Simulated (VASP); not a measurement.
Crystal: VSi23 (a cell with a defect).

```xyz
24
Lattice="0.0000 8.1555 8.1555 5.4370 0.0000 5.4370 5.4370 5.4370 0.0000" Properties=species:S:1:pos:R:3 pbc="T T T"
V     0.0000    0.0000    0.0000
Si    2.7185    2.7185    0.0000
Si    2.7185    0.0000    2.7185
Si    5.4370    2.7185    2.7185
Si    0.0000    2.7185    2.7185
Si    2.7185    5.4370    2.7185
Si    2.7185    2.7185    5.4370
Si    5.4370    5.4370    5.4370
Si    0.0000    5.4370    5.4370
Si    2.7185    8.1555    5.4370
Si    2.7185    5.4370    8.1555
Si    5.4370    8.1555    8.1555
Si    1.3593    1.3592    1.3592
Si    4.0777    4.0777    1.3592
Si    4.0777    1.3592    4.0777
Si    6.7963    4.0777    4.0777
Si    1.3593    4.0777    4.0777
Si    4.0777    6.7962    4.0777
Si    4.0777    4.0777    6.7962
Si    6.7963    6.7962    6.7962
Si    1.3593    6.7963    6.7963
Si    4.0777    9.5148    6.7963
Si    4.0777    6.7963    9.5148
Si    6.7963    9.5148    9.5148
```

Base run:

- Program: VASP 6.6.1
- Functional: PBEsol
- Potentials or basis: VASP PAW PBE potentials, release 64 (V_sv, Si)
- Cutoff: 350 eV
- k mesh: 2 × 3 × 3
- Occupations: gaussian, width 0.03 eV
- Spin: collinear spin, ferromagnetic start
- Starting moments: [2.0, 0.0, 0.0, 0.0, 0.0, 0.0, 0.0, 0.0, 0.0, 0.0, 0.0, 0.0, 0.0, 0.0, 0.0, 0.0, 0.0, 0.0, 0.0, 0.0, 0.0, 0.0, 0.0, 0.0] μB
- Hubbard terms: V d U = 3 eV

Its results: band gap on the k mesh 0.41 eV, indirect (least direct gap 0.53 eV); largest force 1.054 eV/Å.

Q: The run is repeated on the same cell with these changes: spin from collinear spin, ferromagnetic start to no spin polarisation; further incar settings from LREAL = Auto; ALGO = All; EDIFF = 1e-05; NBANDS = 74; ISYM = 0; NELECT = 106.0 to LREAL = Auto; ALGO = Normal; EDIFF = 1e-05; NBANDS = 70; NELECT = 106.0. What comes out?

A: Band gap on the k mesh none (metal or under the smearing width); largest force 0.469 eV/Å.

Caveats: the cell is charged against a uniform background, so pressure and absolute levels hang on convention; the PAW data sets were made with another functional, which shifts forces and pressure a little; the U is typed as a test and isn't derived for this compound; U without spin polarisation on a metal has little footing (some runs).

A k mesh can miss the band edges.
